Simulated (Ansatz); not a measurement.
# Ge: a trial structure relaxed

Aim: relax a trial structure of Ge and see where it ends.

Computed with Ansatz 0.2.0 (DFT PBE, scalar-relativistic, plane waves, PAW, unless a step's input says otherwise).

### Step 1. The structure to begin with

Symmetry: P4/nmm, No. 129, tetragonal system. The conventional cell has a = 3.997 Å, b = 3.997 Å, c = 5.465 Å, α = 90.00°, β = 90.00°, γ = 90.00°. Around Ge (site symmetry -4m2) lie 4 Ge at 2.24 Å. Around Ge (site symmetry 4mm) lie 4 Ge at 2.24 Å.

As a file:

```xyz
4
Lattice="3.9969 0.0000 0.0000 0.0000 3.9969 0.0000 0.0000 0.0000 5.4654" Properties=species:S:1:pos:R:3 pbc="T T T"
Ge    0.0000    0.0000    2.7327
Ge    1.9985    1.9985    2.7327
Ge    0.0000    1.9985    3.7460
Ge    1.9985    0.0000    1.7194
```

Recipe of the guess: random cell by space group and Wyckoff sites (P4/nmm, No. 129). The dimensions are guesses.

### Step 2. A first look at the guess

input.yaml reads:

```yaml
crystal:
  lattice:
    - [3.99692087, 0.0, 0.0]
    - [0.0, 3.99692087, 0.0]
    - [0.0, 0.0, 5.46537918]
  atoms:
    - { symbol: Ge, position: [0.0, 0.0, 0.5] }
    - { symbol: Ge, position: [0.5, 0.5, 0.5] }
    - { symbol: Ge, position: [0.0, 0.5, 0.68540432] }
    - { symbol: Ge, position: [0.5, 0.0, 0.31459568] }
basis:
  ecutwfc: 420
kpoints:
  mp_grid: { grid: [4, 4, 4] }
hamiltonian:
  xc: pbe
scf:
  occupations: { method: gaussian, width: 0.1 }
  lower_state_search: "off"
output:
  forces: true
  stress: true
  eigenvalues: true
```

On the command line:

```bash
> ansatz run input.yaml --threads 1 --pin off --max-ram 2560MiB --backend cpu --events-out ev --progress --plain --runs-dir out
```

The program printed, cut to the lines that bear on the results:

```text
[...]
SCF converged after 7 iterations
Free energy (F): -17173.579958 eV
[...]
E sigma→0 (E₀):  -17173.572766 eV
Entropy (-TS):   -0.014383 eV (-3.596 meV/atom)
Fermi energy:    8.713181 eV
[...]
--- Forces (eV/Å), atoms counted from 1 ---
  atom   1  Ge     0.00000000     0.00000000     0.00000000
  atom   2  Ge    -0.00000000     0.00000000     0.00000000
  atom   3  Ge     0.00000000     0.00000000     6.64740481
  atom   4  Ge    -0.00000000     0.00000000    -6.64740481
[...]
--- Stress (GPa, compression-positive) ---
       47.717882      -0.000000      -0.000000
       -0.000000      47.717882      -0.000000
       -0.000000      -0.000000      23.465103
  P = ⅓ Tr σ = 39.6336 GPa (396.336 kbar)
--- Band table (eV; the first three rows and the last of 18) ---
[...]
```

Wall time 1.5 s (1 thread of Intel Xeon 6975P-C (Granite Rapids), shared host); peak memory 0.4 GiB.

The probe gives pressure 39.6 GPa, largest force 6.65 eV/Å, gap on this mesh none (metal). A guess like this is first relaxed loosely on the coarse mesh.

### Step 3. A loose first relaxation

Changes to input.yaml since step 2:

```diff
@@ -23 +23,6 @@
   eigenvalues: true
+relax:
+  adjacent_minimum: "off"
+  f_tol: 0.04
+  max_steps: 70
+  cell: { stress_tol: 0.4 }
```

On the command line:

```bash
> ansatz run input.yaml --threads 1 --pin off --max-ram 2560MiB --backend cpu --events-out ev --progress --plain --runs-dir out
```

The program printed:

```text
Warning: RAYON_NUM_THREADS=1 ignored (pool sized by the plan → 1); use --threads N
Engine: ansatz 0.2.0, x86_64-unknown-linux-gnu
Pseudopotentials: kind: paw
Pseudopotential: Ge, paw, valence charge 14, recommended cutoff 420 eV (normal), Ge.paw.azcp
Functional definition: PBE
  parameter kappa = 0.804
  parameter beta = 0.06672455060314922
  exchange = pbe_x(kappa = kappa, mu = beta*pi^2/3)
  correlation = pbe_c(beta = beta)
Crystal: 4 atoms, lattice volume = 87.311 Å³
Basis set: ecut = 420 eV, 1715 PW (Γ), exchange–correlation on 54×54×80 points (8 copies of the dense FFT grid, shifted against one another)
Bands: 34, of which v1, the nominal top of the filled ones, is band 28 counted from 1 (27 counted from 0)
Symmetry: 16 space group operations
Space group: P4/nmm (ITA 129), of the structure as read, at distance tolerance 4.4e-5 Å
k-points: 18 of 64
Non-local potential: Ge, projectors of the file, l = 0: 2, l = 1: 2, l = 2: 3, l = 3: 1
PAW form: soft (Blöchl's): semilocal exchange-correlation on the pseudo side does not see the compensation charge
PAW one-centre angular grid: Ge, 590 points (default); XC on 64 Gauss nodes
Initial density: superposition of atomic densities (neutral atoms: chi_scale 0, normalization atom), corrected by the library's trained network
Initial wavefunctions: pseudopotential atomic-orbital guess
Functional: x = pbe(κ = 0.804, μ = 0.2195149727645171), c = pbe(β = 0.06672455060314922)
SCF iter   1: F=—  HF=-17173.585088 eV  |F-HF|=—  |Δ(HF+E_count)|=         —  Δρ=4.67e-3  dr2=2.22e-2  ethr=1.77e-3  ⟨swp⟩=5.9  Hψ=2547  notcnv=0
preconditioner: auto → LDOS  [metal: Δε(μ)=0.015 eV  Ē_g=23.414 eV  σ=0.100 eV  W_gap=0.09  n_scr=28 (ndim 8)  ℏωp=29.7 eV  f_vac=0.219  D(μ)=2.89/eV (n_scr^D=20)  β→1.0]
SCF iter   2: F=—  HF=-17173.581283 eV  |F-HF|=—  |Δ(HF+E_count)|=   3.81e-3  Δρ=1.86e-3  dr2=4.05e-3  ethr=3.96e-5  ⟨swp⟩=2.0  Hψ=1151  notcnv=0  defer=16
SCF iter   3: F=—  HF=-17173.580110 eV  |F-HF|=—  |Δ(HF+E_count)|=   1.17e-3  Δρ=6.37e-4  dr2=4.16e-4  ethr=7.23e-6  ⟨swp⟩=2.0  Hψ=1096  notcnv=0  defer=19
SCF iter   4: F=—  HF=-17173.579955 eV  |F-HF|=—  |Δ(HF+E_count)|=   1.55e-4  Δρ=2.38e-4  dr2=3.40e-5  ethr=7.43e-7  ⟨swp⟩=2.0  Hψ=1096  notcnv=0  defer=19
SCF iter   5: F=—  HF=-17173.579963 eV  |F-HF|=—  |Δ(HF+E_count)|=   7.82e-6  Δρ=9.48e-5  dr2=1.15e-5  ethr=6.07e-8  ⟨swp⟩=2.0  Hψ=1096  notcnv=0  defer=19
SCF iter   6: F=—  HF=-17173.579958 eV  |F-HF|=—  |Δ(HF+E_count)|=   4.99e-6  Δρ=2.62e-5  dr2=4.16e-7  ethr=2.05e-8  ⟨swp⟩=2.0  Hψ=1096  notcnv=0  defer=19
SCF iter   7: F=-17173.579958 eV  HF=-17173.579958 eV  |F-HF|=5.67e-9  |Δ(HF+E_count)|=   9.85e-8  Δρ=3.40e-6  dr2=6.82e-9  ethr=1.79e-10  ⟨swp⟩=9.5  Hψ=2787  notcnv=0
SCF 1 converged in 7 iterations: F = -17173.579958 eV  dr2 = 6.82e-9
relax step   1: F+E_penalty+E_count = -17173.57995768 eV  Δ(F+E_penalty+E_count) = +0.000e0 eV  max|allowed force component| = 6.647e0 eV/Å  Δτ_max = 0.0000 Å  P = +39.634 GPa  Ω = 87.311 Å³  (7 SCF iters, dr2 threshold 1.00e-7 eV, accepted)
Crystal: 4 atoms, lattice volume = 97.049 Å³
Basis set: ecut = 420 eV, 1871 PW (Γ), exchange–correlation on 54×54×80 points (8 copies of the dense FFT grid, shifted against one another)
Initial density: handed on by an earlier stage of this run
Initial wavefunctions: those handed on with the density
iter 1 solved again at ethr=3.85e-4 eV; its pass at ethr=3.10e-3 eV (dr2=2.16e-1 eV) is discarded
SCF iter   1: F=—  HF=-17177.044880 eV  |F-HF|=—  |Δ(HF+E_count)|=         —  Δρ=1.15e-2  dr2=2.14e-1  ethr=3.85e-4  ⟨swp⟩=1.0  Hψ=3123  notcnv=0
preconditioner: auto → LDOS  [metal: Δε(μ)=0.084 eV  Ē_g=22.553 eV  σ=0.100 eV  W_gap=0.45  n_scr=28 (ndim 8)  ℏωp=28.2 eV  f_vac=0.206  D(μ)=2.72/eV (n_scr^D=18)  β→1.0]
SCF iter   2: F=—  HF=-17177.011005 eV  |F-HF|=—  |Δ(HF+E_count)|=   3.39e-2  Δρ=4.79e-3  dr2=2.70e-2  ethr=3.83e-4  ⟨swp⟩=3.3  Hψ=1102  notcnv=0
SCF iter   3: F=—  HF=-17177.008364 eV  |F-HF|=—  |Δ(HF+E_count)|=   2.64e-3  Δρ=1.44e-3  dr2=4.50e-3  ethr=4.83e-5  ⟨swp⟩=2.1  Hψ=1124  notcnv=0  defer=5
SCF iter   4: F=—  HF=-17177.007502 eV  |F-HF|=—  |Δ(HF+E_count)|=   8.62e-4  Δρ=4.95e-4  dr2=5.56e-4  ethr=8.03e-6  ⟨swp⟩=2.0  Hψ=1136  notcnv=0  defer=6
SCF iter   5: F=—  HF=-17177.007297 eV  |F-HF|=—  |Δ(HF+E_count)|=   2.04e-4  Δρ=1.66e-4  dr2=1.99e-5  ethr=9.93e-7  ⟨swp⟩=2.0  Hψ=1101  notcnv=0  defer=6
SCF iter   6: F=—  HF=-17177.007310 eV  |F-HF|=—  |Δ(HF+E_count)|=   1.24e-5  Δρ=4.63e-5  dr2=2.60e-6  ethr=3.55e-8  ⟨swp⟩=2.0  Hψ=1109  notcnv=0  defer=6
SCF iter   7: F=-17177.007310 eV  HF=-17177.007310 eV  |F-HF|=1.10e-7  |Δ(HF+E_count)|=   2.85e-7  Δρ=1.10e-5  dr2=1.42e-7  ethr=7.14e-10  ⟨swp⟩=8.5  Hψ=2509  notcnv=0
SCF 2 converged in 7 iterations: F = -17177.007310 eV  dr2 = 1.42e-7
relax step   2: F+E_penalty+E_count = -17177.00730986 eV  Δ(F+E_penalty+E_count) = -3.427e0 eV  max|allowed force component| = 3.065e0 eV/Å  Δτ_max = 0.1816 Å  P = +13.831 GPa  Ω = 97.049 Å³  energy of the carried Pulay correction = -2.320e-3 eV  (7 SCF iters, dr2 threshold 4.00e-7 eV, accepted)
Crystal: 4 atoms, lattice volume = 99.983 Å³
Basis set: ecut = 420 eV, 1927 PW (Γ), exchange–correlation on 54×54×80 points (8 copies of the dense FFT grid, shifted against one another)
iter 1 solved again at ethr=1.12e-4 eV; its pass at ethr=3.10e-3 eV (dr2=6.29e-2 eV) is discarded
SCF iter   1: F=—  HF=-17178.013074 eV  |F-HF|=—  |Δ(HF+E_count)|=         —  Δρ=8.21e-3  dr2=6.19e-2  ethr=1.12e-4  ⟨swp⟩=1.2  Hψ=3269  notcnv=0
preconditioner: auto → LDOS  [metal: Δε(μ)=0.071 eV  Ē_g=22.148 eV  σ=0.100 eV  W_gap=0.36  n_scr=28 (ndim 8)  ℏωp=27.8 eV  f_vac=0.131  D(μ)=3.00/eV (n_scr^D=20)  β→1.0]
SCF iter   2: F=—  HF=-17178.009184 eV  |F-HF|=—  |Δ(HF+E_count)|=   3.89e-3  Δρ=2.82e-3  dr2=9.70e-3  ethr=1.11e-4  ⟨swp⟩=2.3  Hψ=890  notcnv=0
SCF iter   3: F=—  HF=-17178.008400 eV  |F-HF|=—  |Δ(HF+E_count)|=   7.84e-4  Δρ=9.38e-4  dr2=1.87e-3  ethr=1.73e-5  ⟨swp⟩=2.0  Hψ=984  notcnv=0
SCF iter   4: F=—  HF=-17178.007972 eV  |F-HF|=—  |Δ(HF+E_count)|=   4.28e-4  Δρ=3.87e-4  dr2=2.66e-4  ethr=3.35e-6  ⟨swp⟩=2.0  Hψ=1123  notcnv=0
SCF iter   5: F=—  HF=-17178.007940 eV  |F-HF|=—  |Δ(HF+E_count)|=   3.25e-5  Δρ=1.04e-4  dr2=1.74e-5  ethr=4.76e-7  ⟨swp⟩=2.0  Hψ=1112  notcnv=0
SCF iter   6: F=—  HF=-17178.007940 eV  |F-HF|=—  |Δ(HF+E_count)|=   2.60e-7  Δρ=2.79e-5  dr2=1.18e-6  ethr=3.11e-8  ⟨swp⟩=2.0  Hψ=1114  notcnv=0
SCF iter   7: F=-17178.007941 eV  HF=-17178.007941 eV  |F-HF|=1.29e-8  |Δ(HF+E_count)|=   3.66e-7  Δρ=5.23e-6  dr2=3.00e-8  ethr=7.14e-10  ⟨swp⟩=6.2  Hψ=2329  notcnv=0
SCF 3 converged in 7 iterations: F = -17178.007941 eV  dr2 = 3.00e-8
relax step   3: F+E_penalty+E_count = -17178.00794054 eV  Δ(F+E_penalty+E_count) = -1.001e0 eV  max|allowed force component| = 1.376e0 eV/Å  Δτ_max = 0.1911 Å  P = +4.799 GPa  Ω = 99.983 Å³  energy of the carried Pulay correction = -2.972e-3 eV  (7 SCF iters, dr2 threshold 4.00e-7 eV, accepted)
[... from here on, the SCF cycles and remarks between the steps are left out ...]
relax step   4: F+E_penalty+E_count = -17178.46963436 eV  Δ(F+E_penalty+E_count) = -4.617e-1 eV  max|allowed force component| = 8.691e-1 eV/Å  Δτ_max = 0.1947 Å  P = +0.870 GPa  Ω = 98.058 Å³  energy of the carried Pulay correction = -2.547e-3 eV  (6 SCF iters, dr2 threshold 4.00e-7 eV, accepted)
relax step   5: F+E_penalty+E_count = -17178.63885990 eV  Δ(F+E_penalty+E_count) = -1.692e-1 eV  max|allowed force component| = 3.070e-1 eV/Å  Δτ_max = 0.1952 Å  P = -2.120 GPa  Ω = 95.500 Å³  energy of the carried Pulay correction = -1.968e-3 eV  (6 SCF iters, dr2 threshold 4.00e-7 eV, accepted)
relax step   6: F+E_penalty+E_count = -17178.66971461 eV  Δ(F+E_penalty+E_count) = -3.085e-2 eV  max|allowed force component| = 5.922e-2 eV/Å  Δτ_max = 0.0055 Å  P = -0.903 GPa  Ω = 93.031 Å³  energy of the carried Pulay correction = -1.393e-3 eV  (6 SCF iters, dr2 threshold 4.00e-7 eV, accepted)
relax step   7: F+E_penalty+E_count = -17178.70038986 eV  Δ(F+E_penalty+E_count) = -3.068e-2 eV  max|allowed force component| = 2.445e-1 eV/Å  Δτ_max = 0.0666 Å  P = +1.198 GPa  Ω = 86.948 Å³  energy of the carried Pulay correction = +9.166e-5 eV  (5 SCF iters, dr2 threshold 4.00e-7 eV, accepted)
relax step   8: F+E_penalty+E_count = -17178.73531566 eV  Δ(F+E_penalty+E_count) = -3.493e-2 eV  max|allowed force component| = 3.479e-1 eV/Å  Δτ_max = 0.0631 Å  P = +1.074 GPa  Ω = 85.258 Å³  energy of the carried Pulay correction = +5.228e-4 eV  (6 SCF iters, dr2 threshold 4.00e-7 eV, accepted)
relax step   9: F+E_penalty+E_count = -17178.75556638 eV  Δ(F+E_penalty+E_count) = -2.025e-2 eV  max|allowed force component| = 3.430e-1 eV/Å  Δτ_max = 0.0645 Å  P = +2.348 GPa  Ω = 81.988 Å³  energy of the carried Pulay correction = +1.381e-3 eV  (5 SCF iters, dr2 threshold 4.00e-7 eV, accepted)
relax step  10: F+E_penalty+E_count = -17178.77444747 eV  Δ(F+E_penalty+E_count) = -1.888e-2 eV  max|allowed force component| = 2.365e-1 eV/Å  Δτ_max = 0.1140 Å  P = +4.065 GPa  Ω = 77.857 Å³  energy of the carried Pulay correction = +2.515e-3 eV  (5 SCF iters, dr2 threshold 4.00e-7 eV, accepted)
relax step  11: F+E_penalty+E_count = -17178.79919934 eV  Δ(F+E_penalty+E_count) = -2.475e-2 eV  max|allowed force component| = 2.817e-1 eV/Å  Δτ_max = 0.0628 Å  P = -0.636 GPa  Ω = 82.430 Å³  energy of the carried Pulay correction = +1.263e-3 eV  (6 SCF iters, dr2 threshold 4.00e-7 eV, accepted)
relax step  12: F+E_penalty+E_count = -17178.83291836 eV  Δ(F+E_penalty+E_count) = -3.372e-2 eV  max|allowed force component| = 2.088e-3 eV/Å  Δτ_max = 0.0308 Å  P = +0.170 GPa  Ω = 82.047 Å³  energy of the carried Pulay correction = +1.366e-3 eV  (6 SCF iters, dr2 threshold 4.00e-7 eV, accepted)
relax step  13: F+E_penalty+E_count = -17178.83449957 eV  Δ(F+E_penalty+E_count) = -1.581e-3 eV  max|allowed force component| = 1.898e-3 eV/Å  Δτ_max = 0.0263 Å  P = -0.083 GPa  Ω = 82.733 Å³  energy of the carried Pulay correction = +1.183e-3 eV  (5 SCF iters, dr2 threshold 4.00e-7 eV, accepted)
Basis set: ecut = 420 eV, 1633 PW (Γ), exchange–correlation on 60×60×72 points (8 copies of the dense FFT grid, shifted against one another)
Initial wavefunctions: pseudopotential atomic-orbital guess (no wavefunctions were taken with the density)
iter 1 solved again at ethr=1.33e-7 eV; its pass at ethr=3.10e-3 eV (dr2=7.44e-5 eV) is discarded
SCF iter   1: F=—  HF=-17178.818906 eV  |F-HF|=—  |Δ(HF+E_count)|=         —  Δρ=1.67e-3  dr2=5.40e-5  ethr=1.33e-7  ⟨swp⟩=2.7  Hψ=3528  notcnv=0
preconditioner: auto → Resta (q_TF=auto, 2.556 Å⁻¹)  ε∞=2.9  [insulator: Δε(μ)=0.322 eV  Ē_g=22.041 eV  σ=0.100 eV  W_gap=0.52  n_scr=26 (ndim 8)  ℏωp=30.6 eV  f_vac=0.000  D(μ)=1.57/eV (n_scr^D=6)  ε∞_Penn≈2.9]
SCF iter   2: F=—  HF=-17178.830352 eV  |F-HF|=—  |Δ(HF+E_count)|=   1.14e-2  Δρ=8.43e-4  dr2=1.35e-5  ethr=9.64e-8  ⟨swp⟩=2.0  Hψ=760  notcnv=0
SCF iter   3: F=—  HF=-17178.834012 eV  |F-HF|=—  |Δ(HF+E_count)|=   3.66e-3  Δρ=1.07e-4  dr2=3.16e-7  ethr=2.41e-8  ⟨swp⟩=3.0  Hψ=1140  notcnv=0
SCF iter   4: F=—  HF=-17178.834071 eV  |F-HF|=—  |Δ(HF+E_count)|=   5.94e-5  Δρ=6.77e-6  dr2=3.25e-8  ethr=5.64e-10  ⟨swp⟩=2.0  Hψ=1113  notcnv=0
SCF iter   5: F=—  HF=-17178.834071 eV  |F-HF|=—  |Δ(HF+E_count)|=   4.27e-8  Δρ=2.27e-6  dr2=5.74e-9  ethr=5.81e-11  ⟨swp⟩=2.2  Hψ=1104  notcnv=0
SCF iter   6: F=-17178.834071 eV  HF=-17178.834071 eV  |F-HF|=1.31e-10  |Δ(HF+E_count)|=   1.11e-9  Δρ=7.06e-7  dr2=5.55e-10  ethr=4.57e-12  ⟨swp⟩=4.0  Hψ=1842  notcnv=0
SCF 14 converged in 6 iterations: F = -17178.834071 eV  dr2 = 5.55e-10
relax step  14: F+E_penalty+E_count = -17178.83407109 eV  Δ(F+E_penalty+E_count) = +4.285e-4 eV  max|allowed force component| = 1.745e-3 eV/Å  Δτ_max = 0.0000 Å  P = -0.082 GPa  Ω = 82.733 Å³  stress off target by 3.99e-1 GPa  SCF on the basis re-selected at this cell (its energy is not comparable with the rows above)  (6 SCF iters)
basis re-selected at this cell: Δ(F+E_penalty+E_count) = +4.285e-4 eV, ΔP = +0.002 GPa vs the last step (what re-selecting the basis moved, of the pressure what is left beyond the Pulay correction that the steps carried, after the strain that the cell walked since its last selection, with what the two solves' SCF thresholds leave and, on support functions, any second-order correction that the steps lacked; it is no measure of the basis error at this ecutwfc). The dense FFT grid was sized anew with the basis: this SCF ran on 30×30×36 points, the steps before it on 27×27×40, so part of this shift can come from that change (see relax.cell in the input reference). This SCF's stress stands 3.99e-1 GPa from its target on what of the cell is left free (relax.cell.stress_tol is 4.00e-1 GPa) and its largest allowed force component is 1.75e-3 eV/Å (relax.f_tol is 4.00e-2 eV/Å): within both
SCF converged after 6 iterations
Free energy (F): -17178.834071 eV
Harris-Foulkes:  -17178.834071 eV  (|F-HF|=1.31e-10)
Internal energy: -17178.826244 eV  (E = F + TS)
E sigma→0 (E₀):  -17178.830158 eV
Entropy (-TS):   -0.007827 eV (-1.957 meV/atom)
Fermi energy:    9.770266 eV
--- Per-component energies (eV) ---
  E_band       = -524.634778
  E_kinetic    = 439.350200
  E_local      = -9003.458951  (includes V_loc(G=0)·N_el)
  E_nonlocal   = 1660.591834
  E_hartree    = 3930.458031
  E_xc         = -301.474428
  E_vxc        = -256.800048  (∫ρ·V_xc dr)
  E_paw        = -8065.074060  (= ΣΔE_a)
  E_vpaw       = -1225.236175  (= ΣTr[D̂ρ^β])
  E_aug_tail   = 0.001223  (compensation charges beyond the density's cutoff)
  E_ewald      = -5839.220093
  E_smearing   = -0.007827  (= −TS)
  E_closure    = 0.000000  (closes the sum)
  Σ components = -17178.834071   (vs F -17178.834071, Δ=0.00e0)
--- Forces (eV/Å), atoms counted from 1 ---
  atom   1  Ge     0.00000000    -0.00000000     0.00000000
  atom   2  Ge    -0.00000000     0.00000000    -0.00000000
  atom   3  Ge     0.00000000     0.00000000     0.00174550
  atom   4  Ge     0.00000000    -0.00000000    -0.00174550
  max |Σ_I F_I| component: 7.59e-18 eV/Å
--- Stress (GPa, compression-positive) ---
        0.076874      -0.000000      -0.000000
       -0.000000       0.076874      -0.000000
       -0.000000      -0.000000      -0.398967
  P = ⅓ Tr σ = -0.0817 GPa (-0.817 kbar)
--- Band table (eV; the first three rows and the last of 18) ---
  k-point 0: bands = ["-15.0232", "-14.9993", "-14.9993", "-14.9960", "-14.9658", "-14.9550", "-14.9550", "-14.9413", "-14.9171", "-14.8991", "-14.8639", "-14.8638", "-14.8514", "-14.8510", "-14.8503", "-14.8455", "-14.8412", "-14.8412", "-14.8227", "-14.8227", "-2.9836", "2.5895", "3.2563", "4.6610", "6.1381", "6.1381", "7.7574", "11.9836", "11.9836", "12.0202", "12.0818", "12.0818", "12.1411", "13.3758"]
  k-point 1: bands = ["-15.0211", "-14.9950", "-14.9950", "-14.9935", "-14.9656", "-14.9509", "-14.9509", "-14.9359", "-14.9169", "-14.9044", "-14.8670", "-14.8622", "-14.8617", "-14.8513", "-14.8470", "-14.8431", "-14.8431", "-14.8400", "-14.8300", "-14.8300", "-2.6428", "0.6384", "4.7601", "4.9496", "6.4985", "6.4985", "8.7226", "9.9069", "9.9069", "10.6624", "11.0615", "13.7125", "13.7125", "14.8269"]
  k-point 2: bands = ["-15.0188", "-14.9907", "-14.9905", "-14.9905", "-14.9656", "-14.9463", "-14.9463", "-14.9292", "-14.9172", "-14.9094", "-14.8700", "-14.8687", "-14.8620", "-14.8513", "-14.8442", "-14.8432", "-14.8432", "-14.8397", "-14.8397", "-14.8379", "-2.0171", "-0.6756", "4.8688", "5.7159", "7.1472", "7.1472", "8.5860", "8.5860", "9.0613", "10.3902", "11.7129", "13.2375", "14.8474", "14.8474"]
  k-point 17: bands = ["-14.9728", "-14.9728", "-14.9696", "-14.9696", "-14.9583", "-14.9583", "-14.9454", "-14.9454", "-14.9112", "-14.9112", "-14.8904", "-14.8904", "-14.8620", "-14.8620", "-14.8531", "-14.8531", "-14.8511", "-14.8511", "-14.8350", "-14.8350", "1.5580", "1.5580", "1.6079", "1.6079", "5.1619", "5.1619", "5.1812", "5.1812", "14.9981", "14.9981", "15.3412", "15.3412", "15.7699", "15.7699"]
--- Relaxed structure (13 steps of the walk, 13 accepted, 1 SCFs on fresh bases) ---
  F+E_penalty+E_count = -17178.83407109 eV   max|allowed force component| = 1.745e-3 eV/Å   (the final SCF, on the basis selected at the relaxed cell)
  cell:  # Å, volume = 82.7325 Å³
    - [4.15476684972495, -1.746015640659919e-33, 6.018888693145966e-34]
    - [1.724326005372218e-33, 4.15476684972495, 1.1712403055358462e-33]
    - [2.476473038818622e-33, 1.6015509410503925e-33, 4.792728586439634]
  atoms:
    - { symbol: Ge, position: [8.500563562819356e-34, -3.350386980407619e-35, 0.5] }
    - { symbol: Ge, position: [0.5, 0.5, 0.5] }
    - { symbol: Ge, position: [-1.2874305795075798e-33, 0.5, 0.8813600674611966] }
    - { symbol: Ge, position: [0.5, 2.52220143468888e-35, 0.11863993253880348] }
```

Wall time 24 s (1 thread of Intel Xeon 6975P-C (Granite Rapids), shared host); peak memory 0.43 GiB.

Step by step:

| step | energy from step 1 (eV/cell) | largest force component (eV/Å) | pressure (GPa) | volume (Å³) |
| --- | --- | --- | --- | --- |
| 1 | 0.0000 | 6.6474 | 39.63 | 87.31 |
| 2 | -3.4274 | 3.0647 | 13.83 | 97.05 |
| 3 | -4.4280 | 1.3756 | 4.80 | 99.98 |
| 4 | -4.8897 | 0.8691 | 0.87 | 98.06 |
| 5 | -5.0589 | 0.3070 | -2.12 | 95.50 |
| 6 | -5.0898 | 0.0592 | -0.90 | 93.03 |
| 7 | -5.1204 | 0.2445 | 1.20 | 86.95 |
| 8 | -5.1554 | 0.3479 | 1.07 | 85.26 |
| 9 | -5.1756 | 0.3430 | 2.35 | 81.99 |
| 10 | -5.1945 | 0.2365 | 4.07 | 77.86 |
| 11 | -5.2192 | 0.2817 | -0.64 | 82.43 |
| 12 | -5.2530 | 0.0021 | 0.17 | 82.05 |
| 13 | -5.2545 | 0.0019 | -0.08 | 82.73 |
| 14 | -5.2541 | 0.0017 | -0.08 | 82.73 |

Step 1 is the start. Step 14 repeats the geometry before it on a plane-wave basis chosen anew for that cell, so its energy need not be comparable with the rows above.

|  | before | after | change |
| --- | --- | --- | --- |
| a (Å) | 3.997 | 4.155 | +3.9 % |
| b (Å) | 3.997 | 4.155 | +3.9 % |
| c (Å) | 5.465 | 4.793 | -12.3 % |
| volume (Å³/atom) | 21.83 | 20.68 | -5.2 % |
| shortest distance (Å) | 2.241 | 2.767 | +23.5 % |
| space group (0.01 Å) | P4/nmm | P4/nmm | same |

Forces and stress were held to the start's 16 operations: a distortion of lower symmetry was not tested.

[end of part 1 of 2]
